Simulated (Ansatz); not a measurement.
# NiO (Fm-3m) in Ansatz: further runs, part 2 of 2

Ansatz 0.2.0. Earlier steps stand in the parts before.

## Step 3: Band structure, LDA, collinear spin, ferromagnetic start

input.yaml reads:

```yaml
crystal:
  lattice:
    - [0.0, 2.0859016414, 2.0859016414]
    - [2.0859016414, 0.0, 2.0859016414]
    - [2.0859016414, 2.0859016414, 0.0]
  atoms:
    - { symbol: Ni, position: [0.0, 0.0, 0.0], spin: 1.0 }
    - { symbol: O, position: [0.5, 0.5, 0.5] }
kpoints:
  mp_grid: { grid: [11, 11, 11] }
  band_path:
    path:
      - [0.0, 0.0, 0.0]
      - [0.5, 0.0, 0.5]
      - [0.5, 0.25, 0.75]
      - [0.375, 0.375, 0.75]
      - [0.0, 0.0, 0.0]
      - [0.5, 0.5, 0.5]
      - [0.625, 0.25, 0.625]
      - [0.5, 0.25, 0.75]
    npoints: 10
scf:
  occupations: { method: fermi_dirac, width: 0.05 }
hamiltonian:
  xc: lda
  pseudopotentials: { kind: all_electron, lapw: { basis_error: 0.001 } }
magnetization:
  spin_polarized: true
output:
  forces: true
  stress: true
  eigenvalues: true
```

Potentials or basis: all-electron LAPW, scalar-relativistic.

The run is started by

```
ansatz run input.yaml --threads 2 --pin off --max-ram 6144MiB --backend cpu --events-out ev --progress --plain --runs-dir out
```

It took 69 s on 2 threads of Arm Neoverse V1, shared host; peak memory 0.5 GiB.

Results (log left out):

| Quantity | Value |
| --- | --- |
| Free energy | -43351.2804 eV |
| Pressure | -19.8 GPa |
| Band gap along the path | none (metal or under the smearing width) |
| Net moment | -0.30 μB per cell |
| Absolute moment | 0.30 μB per cell |
| Site moments | Ni -0.26; O -0.04 μB |

Levels at the corners of the path, in eV from the Fermi level:
Spin up:
```tsv
point	band 9	band 10	band 11	band 12	band 13	band 14	band 15	band 16	band 17	band 18
Γ	-3.08	-1.72	-1.72	-1.72	-1.44	-1.44	1.69	17.71	19.01	19.01
X	-4.37	-2.74	-1.03	-0.58	-0.58	-0.46	6.29	10.47	12.48	16.57
W	-5.72	-1.02	-1.02	-0.60	-0.58	0.19	8.59	10.68	10.68	13.51
K	-4.99	-1.63	-0.72	-0.54	-0.31	0.19	7.90	10.40	10.45	15.82
Γ	-3.08	-1.72	-1.72	-1.72	-1.44	-1.44	1.69	17.71	19.01	19.01
L	-5.40	-0.86	-0.86	-0.50	1.44	1.44	5.60	10.00	14.04	14.04
U	-4.99	-1.63	-0.72	-0.54	-0.31	0.19	7.90	10.40	10.45	15.82
W	-5.72	-1.02	-1.02	-0.60	-0.58	0.19	8.59	10.68	10.68	13.51
```
Spin down:
| point | band 12 | band 13 | band 14 | band 15 | band 16 | band 17 |
| --- | --- | --- | --- | --- | --- | --- |
| Γ | -1.90 | -1.79 | -1.79 | 1.63 | 17.70 | 18.95 |
| X | -0.82 | -0.78 | -0.78 | 6.22 | 10.41 | 12.40 |
| W | -0.96 | -0.78 | -0.13 | 8.51 | 10.61 | 10.61 |
| K | -0.73 | -0.64 | -0.12 | 7.83 | 10.33 | 10.39 |
| Γ | -1.90 | -1.79 | -1.79 | 1.63 | 17.70 | 18.95 |
| L | -0.68 | 1.15 | 1.15 | 5.57 | 9.91 | 13.98 |
| U | -0.73 | -0.64 | -0.12 | 7.83 | 10.33 | 10.39 |
| W | -0.96 | -0.78 | -0.13 | 8.51 | 10.61 | 10.61 |

Caveat: so large a pressure means that the cell lies far from this level's equilibrium, or that cutoff or potentials fall short; semilocal functionals often make such compounds metallic where correlation or magnetic order opens a gap, which also shifts bond lengths.

## Step 4: Phonons, LDA, collinear spin, ferromagnetic start

input.yaml reads:

```yaml
crystal:
  lattice:
    - [0.0, 2.0859016414, 2.0859016414]
    - [2.0859016414, 0.0, 2.0859016414]
    - [2.0859016414, 2.0859016414, 0.0]
  atoms:
    - { symbol: Ni, position: [0.0, 0.0, 0.0], spin: 1.0 }
    - { symbol: O, position: [0.5, 0.5, 0.5] }
kpoints:
  mp_grid: { grid: [8, 8, 8] }
scf:
  occupations: { method: fermi_dirac, width: 0.05 }
hamiltonian:
  xc: lda
  pseudopotentials: { kind: all_electron, lapw: { basis_error: 0.001 } }
magnetization:
  spin_polarized: true
output: {}
phonons:
  method: fd
  supercell: [1, 1, 1]
```

Potentials or basis: all-electron LAPW, scalar-relativistic.

The run is started by

```
ansatz run input.yaml --threads 2 --pin off --max-ram 6144MiB --backend cpu --events-out ev --progress --plain --runs-dir out
```

Log:

```text
Warning: RAYON_NUM_THREADS=2 ignored (pool sized by the plan → 2); use --threads N
LAPW: plane waves up to 10.297 Å⁻¹, error target 1.0e-3 eV per atom; small_component_spin mean_spin; O in spheres of 0.913 Å, 8 of its electrons in bands, Dirac shells []; Ni in spheres of 1.111 Å, 18 of its electrons in bands, Dirac shells [] (how accurate: hamiltonian.pseudopotentials.lapw.basis_error, Limitations)
Engine: ansatz 0.2.0, aarch64-unknown-linux-gnu
Pseudopotentials: kind: all_electron
Pseudopotential: Ni, LAPW, valence charge 18, lapw/all_electron/scalar/gaussian/Ni, Koelling and Harmon's equation, gaussian nucleus
Pseudopotential: O, LAPW, valence charge 8, lapw/all_electron/scalar/gaussian/O, Koelling and Harmon's equation, gaussian nucleus
Functional definition: SPW92
  exchange = slater_x
  correlation = pw_c
Crystal: 2 atoms, lattice volume = 18.151 Å³
Basis set: ecut = 403.98249984522886 eV, 331 PW (Γ), exchange–correlation at level 2
Bands: 18, of which v1, the nominal top of the filled ones, is band 13 counted from 1 (12 counted from 0)
Symmetry: 48 space group operations
Space group: Fm-3m (ITA 225), of the structure as read, at distance tolerance 2.6e-5 Å
Magnetic group: BNS 225.116 (UNI 1618), of the structure as read, at distance tolerance 2.6e-5 Å
k-points: 29 of 512
Non-local potential: Ni, projectors of the file, none
Non-local potential: O, projectors of the file, none
Initial density: superposition of atomic densities (chi_scale 0.1, normalization cell, long waves kept (reshape's long-wave potential 0.00 eV rms))
Starting moments: Σ|m| = 1 μB on 1 of 2 sites
Initial wavefunctions: plane waves of lowest kinetic energy (no species holds an atomic orbital)
Functional: x = slater, c = lda
SCF 1 converged in 12 iterations: F = -43351.280752 eV  dr2 = 7.90e-13
a single point of the input's cell can leave the moments in the input for a lower state (scf.lower_state_search): this run first made a single point of its cell. This run's own SCFs start from the density of the state that the single point found, with the moments in the input. The single point stayed on the moments in the input.
Initial density: read from a saved state, or passed on in memory by an earlier SCF of this step, an earlier step, the calling program or the single point that the run made first
[... 34 lines left out ...]
SCF 4 converged in 8 iterations: F = -43351.280605 eV  dr2 = 6.59e-11
SCF converged after 2 iterations
Magnetization: 0.7176 μB (13.3588 up, 12.6412 down)
Absolute magnetization: 0.7186 μB (∫|ρ↑−ρ↓|)
Spin contamination: 0.0029 ħ² per cell (⟨S²⟩ above its minimum at these occupations)
Per-site moments (μB) at R_I (Å): [(0.6027631971666452, 1.1107700171365937), (0.10462559104117686, 0.9125545448715208)]
Free energy (F): -43351.280752 eV
Harris-Foulkes:  -43351.280752 eV  (|F-HF|=3.64e-11)
Internal energy: -43351.268041 eV  (E = F + TS)
E sigma→0 (E₀):  -43351.274396 eV
Entropy (-TS):   -0.012711 eV (-6.356 meV/atom)
Fermi energy:    14.096828 eV
--- Per-component energies (eV) ---
  E_band       = -1302.799844
  E_kinetic    = 43981.537172
  E_xc         = -1881.874418
  E_electrostatic = -85450.930794  (all electrons and nuclei)
  E_smearing   = -0.012711  (= −TS)
  E_closure    = 0.000000  (closes the sum)
  E_atoms      = -43336.315089  (free atoms, spherical and without spin; not in F)
  Σ components = -43351.280752   (vs F -43351.280752, Δ=0.00e0)
  Basis errors (estimates in eV, not in F): energy 3.6e-4 per atom: plane waves 3.3e-4 (1.9e-4 summed), levels above the bands 1.3e-143, relativity 6.1e-9, radial functions 3.1e-5, core shells 9.1e-9; eigenvalues (radial functions only) 4.5e-7; not estimated: angular momenta, meshes, grids; target (lapw.basis_error) 1.0e-3; muffin-tin radii O 0.913 Å, Ni 1.111 Å
--- Forces (eV/Å), atoms counted from 1 ---
  atom   1  Ni     0.00000000     0.00000000     0.00000000
  atom   2  O      0.00000000    -0.00000000     0.00000000
  max |Σ_I F_I| component: 5.00e-30 eV/Å
--- Band table (eV; the first three rows and the last of 58) ---
  k-point 0 ↑: bands = ["-489.2549", "-88.4738", "-49.2941", "-49.2941", "-49.2941", "-6.1350", "10.9504", "10.9504", "10.9504", "12.0670", "12.0670", "12.0672", "12.0672", "12.0672", "15.7137", "31.8138", "33.0199", "33.0199"]
  k-point 1 ↑: bands = ["-489.2549", "-88.4733", "-49.2990", "-49.2948", "-49.2948", "-5.9549", "9.7598", "10.2011", "10.2011", "12.1790", "12.1790", "12.3535", "12.8849", "12.8849", "16.6793", "29.1819", "32.3493", "32.3493"]
  k-point 2 ↑: bands = ["-489.2549", "-88.4722", "-49.3110", "-49.2964", "-49.2964", "-5.4846", "7.8883", "9.2943", "9.2943", "12.4586", "12.4586", "12.6939", "13.9684", "13.9684", "18.3583", "26.2584", "30.3858", "30.3858"]
  k-point 28 ↓: bands = ["-489.1462", "-87.7626", "-48.6315", "-48.6315", "-48.6223", "-4.3406", "8.0315", "8.0315", "8.4941", "13.1873", "13.1873", "13.6284", "13.7272", "14.4974", "22.7759", "24.8505", "24.8505", "27.6682"]
--- Phonons: 2 displaced members + reference (amplitude 0.01 Å, Σ member SCF iterations 16) ---
  symmetry images taken by strict's conditions (phonons.symmetry_images: auto; settled by no image being taken that strict refuses)
  ASR residual: 1.149e-4 → 0.000e0 eV/Å²; symmetrization residual: 4.561e-5 eV/Å²
  largest component of a force at the reference: 4.5e-30 eV/Å
  ASR residual per site (eV/Å²): 5.82e-6 1.15e-4
  Γ frequencies (cm⁻¹): 0.00 0.00 0.00 252.24 252.24 252.24
  density of states and harmonic sums: on the 25×25×25 q-mesh, interpolated from the force constants of a 1×1×1 supercell (no non-analytic term)
  largest difference from the sums on the solved wave vectors: F 5.23e-1 eV, S 7.81e-4 and C_V 2.58e-4 eV/K
  zero-point energy: 0.061859 eV/cell   skipped modes (ω ≤ 0): 3   left out of the sums: 3.20e-5 of the cell's modes: C_V's classical limit lies that fraction below 3 k_B per atom; for a crystal, a wire or a layer, F and S can be off by more, and a phonons.interpolated_qmesh denser along its periods is the remedy for the sampling
```

It took 44 s on 2 threads of Arm Neoverse V1, shared host; peak memory 0.42 GiB.

Results:

| Item | Value |
| --- | --- |
| Free energy | -43351.2808 eV |
| Band gap on the k mesh | none (metal or under the smearing width) |
| Net moment | 0.72 μB per cell |
| Absolute moment | 0.72 μB per cell |
| Site moments | Ni +0.60; O +0.10 μB |
| Highest phonon frequency at Γ | 252 cm⁻¹ |

Phonon frequencies in cm⁻¹ (negative: imaginary):
```csv
q point,frequencies
"(0.000, 0.000, 0.000)",0 0 0 252 252 252
```

Caveat: the k mesh is thin for a metal, which can move the energy by tens of meV per atom; a metal's response needs a denser mesh; a cell with one magnetic atom can't hold antiferromagnetic order, which such compounds often take; semilocal functionals often make such compounds metallic where correlation or magnetic order opens a gap, which also shifts bond lengths.

## Step 5: The runs side by side

| task | level | k mesh | cutoff (eV) | pressure (GPa) | moment (μB) |
| --- | --- | --- | --- | --- | --- |
| band structure | PBEsol | 11 × 11 × 11 | 378 | -6.8 | 1.48 |
| band structure | LDA | 11 × 11 × 11 | 378 | -19.8 | 0.30 |
| phonons | LDA | 8 × 8 × 8 | 404 | - | 0.72 |

Alike in all rows: potentials or basis all-electron LAPW, scalar-relativistic; spin collinear, ferromagnetic start; cell as given; smearing fermi-dirac 0.05 eV; basis error allowed 0.001 eV/atom.

Caveats: semilocal functionals often make such compounds metallic where correlation or magnetic order opens a gap, which also shifts bond lengths; a cell with one magnetic atom can't hold antiferromagnetic order, which such compounds often take (some runs); so large a pressure means that the cell lies far from this level's equilibrium, or that cutoff or potentials fall short (some runs); the k mesh is thin for a metal, which can move the energy by tens of meV per atom (some runs); a metal's response needs a denser mesh (some runs).

Compare energies only between runs with the same functional and basis.

## Step 6: Comparison with measurements

Step 2. Measured gap of NiO: 4.3 eV (quoted in “Local correlations, non-local screening, multiplets, and band formation in NiO”, 2012, arxiv:1210.6675). This calculation gives 0.00 eV (-4.30 eV). So large a miss can be the level of theory's own, or it may mean another phase, state or a wrong row. The value is that of PBEsol, without temperature or zero-point motion. Semilocal functionals fall short of measured gaps as a rule. The run's magnetic order (collinear spin, ferromagnetic start) needn't be the measured crystal's.

Step 3. Against the measured gap of NiO, 4.3 eV (quoted in “Local correlations, non-local screening, multiplets, and band formation in NiO”, 2012, arxiv:1210.6675), the calculated 0.00 eV is off by -4.30 eV. So large a miss can be the level of theory's own, or it may mean another phase, state or a wrong row. The value is that of LDA, without temperature or zero-point motion. Semilocal functionals fall short of measured gaps as a rule. The run's magnetic order (collinear spin, ferromagnetic start) needn't be the measured crystal's.

Step 4. Against the measured gap of NiO, 4.3 eV (quoted in “Local correlations, non-local screening, multiplets, and band formation in NiO”, 2012, arxiv:1210.6675), the calculated 0.00 eV is off by -4.30 eV. So large a miss can be the level of theory's own, or it may mean another phase, state or a wrong row. The value is that of LDA on a finite k mesh, which can miss the band edges, without temperature or zero-point motion. Semilocal functionals fall short of measured gaps as a rule. The run's magnetic order (collinear spin, ferromagnetic start) needn't be the measured crystal's.
